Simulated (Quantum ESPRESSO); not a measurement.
# CdS (P1) in Quantum ESPRESSO: reference runs

Reference runs on CdS: the cell as given.

Program: Quantum ESPRESSO 7.5. These are calculated values, not measurements. Logs are shortened: lines on timing, memory, paths and dates and some standing lists are left out, and cuts for length are marked.

## 1. The crystal as given

The typed cell holds 2 atoms: a = 4.248 Å, b = 4.681 Å, c = 4.053 Å, α = 61.57°, β = 49.74°, γ = 64.12°.

## 2. Single point, PBE

pw.in reads:

```
&CONTROL
  calculation = 'scf'
  prefix = 'pwscf'
  outdir = './tmp'
  pseudo_dir = './pseudo'
  tprnfor = .true.
  tstress = .true.
  disk_io = 'nowf'
/
&SYSTEM
  ibrav = 0
  nat = 2
  ntyp = 2
  ecutwfc = 60
  ecutrho = 480
  nbnd = 15
  occupations = 'smearing'
  smearing = 'fd'
  degauss = 0.00367493
/
&ELECTRONS
  conv_thr = 4d-10
  electron_maxstep = 120
  mixing_beta = 0.5
/
ATOMIC_SPECIES
Cd   112.4140 Cd.pbe-dn-rrkjus_psl.0.3.1.UPF
S     32.0600 s_pbe_v1.4.uspp.F.UPF
CELL_PARAMETERS angstrom
   0.1724927500    3.2023413100    2.7851586700
   3.3277961600   -0.3185737700    3.2762251900
   2.6669097000    3.0325213700    0.3423126900
ATOMIC_POSITIONS crystal
Cd     0.0210547800    0.0267089900    0.0385305600
S      0.7289452200    0.7232910100    0.7114694400
K_POINTS automatic
8 7 9 0 0 0
```

Potentials or basis: SSSP 1.3 efficiency PBE.

On the command line:

```bash
$ OMP_NUM_THREADS=1 pw.x -in pw.in > pw.out
```

pw.out:

```text
This program is part of the open-source Quantum ESPRESSO suite
     for quantum simulation of materials; please cite
         "P. Giannozzi et al., J. Phys.:Condens. Matter 21 395502 (2009);
         "P. Giannozzi et al., J. Phys.:Condens. Matter 29 465901 (2017);
         "P. Giannozzi et al., J. Chem. Phys. 152 154105 (2020);
     in publications or presentations arising from this work. More details at

     file Cd.pbe-dn-rrkjus_psl.0.3.1.UPF: wavefunction(s)  4D renormalized

     G-vector sticks info
     --------------------
     sticks:   dense  smooth     PW     G-vecs:    dense   smooth      PW
     Sum        2431    1219    387                63563    22455    3981

     Using Slab Decomposition

     bravais-lattice index     =            0
     lattice parameter (alat)  =       8.0267  a.u.
     unit-cell volume          =     358.1521 (a.u.)^3
     number of atoms/cell      =            2
     number of atomic types    =            2
     number of electrons       =        18.00
     number of Kohn-Sham states=           15
     kinetic-energy cutoff     =      60.0000  Ry
     charge density cutoff     =     480.0000  Ry
     scf convergence threshold =      4.0E-10
     mixing beta               =       0.5000
     number of iterations used =            8  plain     mixing
     Exchange-correlation=  SLA  PW   PBX  PBC
                           (   1   4   3   4   0   0   0)

     celldm(1)=   8.026744  celldm(2)=   0.000000  celldm(3)=   0.000000
     celldm(4)=   0.000000  celldm(5)=   0.000000  celldm(6)=   0.000000

     crystal axes: (cart. coord. in units of alat)
               a(1) = (   0.040610   0.753923   0.655706 )
               a(2) = (   0.783459  -0.075001   0.771317 )
               a(3) = (   0.627867   0.713943   0.080590 )

     reciprocal axes: (cart. coord. in units 2 pi/alat)
               b(1) = ( -0.803875  0.608112  0.875660 )
               b(2) = (  0.588231 -0.589742  0.641647 )
               b(3) = (  0.910686  0.696553 -0.857290 )

     PseudoPot. # 1 for Cd read from file:
     Cd.pbe-dn-rrkjus_psl.0.3.1.UPF
     Pseudo is Ultrasoft + core correction, Zval = 12.0
     Generated using "atomic" code by A. Dal Corso  v.5.0.99 svn rev. 10869
     Using radial grid of 1239 points,  6 beta functions with:
                l(1) =   0
                l(2) =   0
                l(3) =   1
                l(4) =   1
                l(5) =   2
                l(6) =   2
     Q(r) pseudized with 0 coefficients

     PseudoPot. # 2 for S  read from file:
     s_pbe_v1.4.uspp.F.UPF
     Pseudo is Ultrasoft + core correction, Zval =  6.0
     Generated by new atomic code, or converted to UPF format
     Using radial grid of  907 points,  6 beta functions with:
                l(1) =   0
                l(2) =   0
                l(3) =   1
                l(4) =   1
                l(5) =   2
                l(6) =   2
     Q(r) pseudized with  8 coefficients,  rinner =    1.300   1.300   1.300
                                                       1.300   1.300

     atomic species   valence    mass     pseudopotential
     Cd               12.00   112.41400     Cd( 1.00)
     S                 6.00    32.06000     S ( 1.00)

     No symmetry found

   Cartesian axes

     site n.     atom                  positions (alat units)
         1        Cd     tau(   1) = (   0.0459725   0.0413791   0.0375121  )
         2        S      tau(   2) = (   1.0429793   1.0032692   1.0931985  )

     number of k points=   253  Fermi-Dirac smearing, width (Ry)=  0.0037

     Number of k-points >= 100: set verbosity='high' to print them.

     Dense  grid:    63563 G-vectors     FFT dimensions: (  60,  64,  54)

     Smooth grid:    22455 G-vectors     FFT dimensions: (  40,  45,  40)

     Initial potential from superposition of free atoms

     starting charge      17.9951, renormalised to      18.0000
     Starting wfcs are   13 randomized atomic wfcs +    2 random wfcs

     Self-consistent Calculation

     iteration #  1     ecut=    60.00 Ry     beta= 0.50
     Davidson diagonalization with overlap
     ethr =  1.00E-02,  avg # of iterations =  5.6

     Threshold (ethr) on eigenvalues was too large:
     Diagonalizing with lowered threshold

     Davidson diagonalization with overlap
     ethr =  7.75E-04,  avg # of iterations =  1.2

     total energy              =    -146.28121550 Ry
     estimated scf accuracy    <       0.14108038 Ry

     iteration #  2     ecut=    60.00 Ry     beta= 0.50
     Davidson diagonalization with overlap
     ethr =  7.84E-04,  avg # of iterations =  2.4

     total energy              =    -146.31340164 Ry
     estimated scf accuracy    <       0.00609519 Ry

     iteration #  3     ecut=    60.00 Ry     beta= 0.50
     Davidson diagonalization with overlap
     c_bands:  1 eigenvalues not converged
     c_bands:  1 eigenvalues not converged
     ethr =  3.39E-05,  avg # of iterations =  8.7

     total energy              =    -146.31516343 Ry
     estimated scf accuracy    <       0.00095179 Ry

     iteration #  4     ecut=    60.00 Ry     beta= 0.50
     Davidson diagonalization with overlap
     ethr =  5.29E-06,  avg # of iterations =  3.8

     total energy              =    -146.31527603 Ry
     estimated scf accuracy    <       0.00014686 Ry

     iteration #  5     ecut=    60.00 Ry     beta= 0.50
     Davidson diagonalization with overlap
     ethr =  8.16E-07,  avg # of iterations =  2.4

     total energy              =    -146.31529976 Ry
     estimated scf accuracy    <       0.00000935 Ry

     iteration #  6     ecut=    60.00 Ry     beta= 0.50
     Davidson diagonalization with overlap
     ethr =  5.19E-08,  avg # of iterations =  4.7

     total energy              =    -146.31530458 Ry
     estimated scf accuracy    <       0.00000063 Ry

     iteration #  7     ecut=    60.00 Ry     beta= 0.50
     Davidson diagonalization with overlap
     ethr =  3.50E-09,  avg # of iterations =  2.5

     total energy              =    -146.31530478 Ry
     estimated scf accuracy    <       0.00000006 Ry

     iteration #  8     ecut=    60.00 Ry     beta= 0.50
     Davidson diagonalization with overlap
     ethr =  3.45E-10,  avg # of iterations =  2.3

     total energy              =    -146.31530480 Ry
     estimated scf accuracy    <          9.5E-09 Ry

     iteration #  9     ecut=    60.00 Ry     beta= 0.50
     Davidson diagonalization with overlap
     ethr =  5.30E-11,  avg # of iterations =  2.2

     total energy              =    -146.31530481 Ry
     estimated scf accuracy    <          6.0E-10 Ry

     iteration # 10     ecut=    60.00 Ry     beta= 0.50
     Davidson diagonalization with overlap
     ethr =  3.35E-12,  avg # of iterations =  3.3

     End of self-consistent calculation

     Number of k-points >= 100: set verbosity='high' to print the bands.

     the Fermi energy is     5.5506 ev

!    total energy              =    -146.31530481 Ry
     estimated scf accuracy    <          5.0E-11 Ry
     smearing contrib. (-TS)   =      -0.00006136 Ry
     internal energy E=F+TS    =    -146.31524344 Ry

     The total energy is F=E-TS. E is the sum of the following terms:
     one-electron contribution =     -55.30080988 Ry
     hartree contribution      =      41.40912899 Ry
     xc contribution           =     -51.41575507 Ry
     ewald contribution        =     -81.00780749 Ry

     convergence has been achieved in  10 iterations

     Forces acting on atoms (cartesian axes, Ry/au):

     atom    1 type  1   force =    -0.04919580   -0.14252468    0.12746167
     atom    2 type  2   force =     0.04919580    0.14252468   -0.12746167

     Total force =     0.279213     Total SCF correction =     0.000022

     Computing stress (Cartesian axis) and pressure

          total   stress  (Ry/bohr**3)                   (kbar)     P=      125.49
   0.00066041   0.00048914  -0.00128065           97.15       71.96     -188.39
   0.00048914   0.00048042  -0.00063189           71.96       70.67      -92.95
  -0.00128065  -0.00063189   0.00141845         -188.39      -92.95      208.66

=------------------------------------------------------------------------------=
   JOB DONE.
=------------------------------------------------------------------------------=
```

It took 7 min on 1 thread of Intel Xeon Platinum 8175M at 2.50GHz (Skylake/Cascade Lake), shared host; peak memory 0.42 GiB.

Results:

* Free energy: -1990.7211 eV
* Pressure: 12.5 GPa
* Largest force: 5.076 eV/Å
* Band gap on the k mesh: 0.13 eV, indirect (least direct gap 0.21 eV)

Forces on the atoms (eV/Å):
```
Cd  -1.265 -3.664  3.277
S    1.265  3.664 -3.277
```

Caveat: an odd mesh through Γ misses points on the zone boundary, where band edges often lie; forces of over 1 eV/Å show positions far from the minimum, so gaps and moduli don't describe the material at rest. A hybrid or GW would open this gap; PBE tends to underestimate it.
